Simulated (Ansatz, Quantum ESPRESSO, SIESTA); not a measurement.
**CO2: programs and potentials compared**

```
O C
1.0
     2.63591   -2.38738    0.00000
     2.63591    2.38738    0.00000
     0.00000    0.00000    6.58717
O C
4 2
Direct
  0.30651 0.69349 0.60816
  0.69349 0.30651 0.39184
  0.19349 0.80651 0.10816
  0.80651 0.19349 0.89184
  0.50000 0.50000 0.50000
  0.00000 0.00000 0.00000
```

The cell comes from a database or a generator and needn't be the stable form of this composition.

Alike in all runs: task band structure; functional LDA; k mesh 8 × 8 × 4; occupations fermi-dirac, width 0.05 eV; no spin polarisation; no spin-orbit coupling. LDA stands for any of its common fits. Pressure is positive in compression and, in plane waves, holds the error of the finite cutoff. Gaps are the smaller of the mesh's and the band path's.

```csv
program and potentials,plane-wave cutoff (eV),notes,band gap (eV),pressure (GPa),largest force (eV/Å)
"Ansatz, all-electron LAPW, scalar-relativistic",-,-,?,?,?
"Quantum ESPRESSO, GBRV 1.5 LDA",612,-,6.34,-2.17,0.316
"SIESTA, files PseudoDojo sr-lda-0.4.1-standard, DZP (energy shift 0.003 Ry)",-,atomic basis,7.05,3.28,1.915
```

**Question.** Estimate from the other rows what the run with Ansatz, all-electron LAPW, scalar-relativistic gave.

**Answer.** Band gap 6.33 eV; pressure -2.57 GPa; largest force 0.507 eV/Å. The other rows, which needn't bracket it: band gap 6.34 to 7.05; pressure -2.17 to 3.28; largest force 0.316 to 1.915.
